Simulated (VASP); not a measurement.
## InSb: single point with PBE

**The experiment to reproduce.**

From “Electronic Structure and Epitaxy of CdTe Shells on InSb Nanowires”, 2021, arxiv:2111.05126, for a bulk crystal of InSb: band gap 0.24 eV.

Crystal: InSb.

```
In Sb
1.0
     0.00000    3.23910    3.23910
     3.23910    0.00000    3.23910
     3.23910    3.23910    0.00000
In Sb
1 1
Cartesian
  0.0000 0.0000 0.0000
  1.6196 1.6196 1.6196
```

```
Program                : VASP 6.6.1
Task                   : single point
Functional             : PBE
Potentials or basis    : VASP PAW PBE potentials, release 64 (In_d, Sb)
Cutoff                 : 520 eV
k mesh                 : 6 × 6 × 6
Occupations            : gaussian, width 0.03 eV
Spin                   : no spin polarisation
Further INCAR settings : ALGO = Normal; EDIFF = 1e-07; NBANDS = 16
```

```
Pressure               : 3.2 GPa
Band gap on the k mesh : none (metal or under the smearing width)
```

Levels at points of the mesh, in eV from the Fermi level:
| k point | band 7 | band 8 | band 9 | band 10 | band 11 | band 12 |
| --- | --- | --- | --- | --- | --- | --- |
| (0.00, 0.00, 0.00) | -0.20 | -0.01 | -0.01 | -0.01 | 2.95 | 2.95 |
| (0.50, 0.00, 0.00) | -5.63 | -1.02 | -1.02 | 0.53 | 3.80 | 3.80 |
| (0.50, 0.50, 0.00) | -5.93 | -2.28 | -2.28 | 1.32 | 1.33 | 8.14 |

Wall time 10 s on 4 MPI ranks on Intel(R) Xeon(R) Platinum 8488C (Sapphire Rapids), with other jobs on the host, peak memory 0.2 GiB a rank.

Measured gap of InSb: 0.24 eV (quoted in “Electronic Structure and Epitaxy of CdTe Shells on InSb Nanowires”, 2021, arxiv:2111.05126). This calculation gives 0.00 eV (-0.24 eV). Spin-orbit coupling on In, Sb is left out. The value is that of PBE on a finite k mesh, which can miss the band edges, without temperature or zero-point motion. Semilocal functionals fall short of measured gaps as a rule.

Caveat: this crystal is a semiconductor, whose small gap the functional closes, so the metal is an error of the method. The run has no spin-orbit coupling, so splittings on Sb are missing.
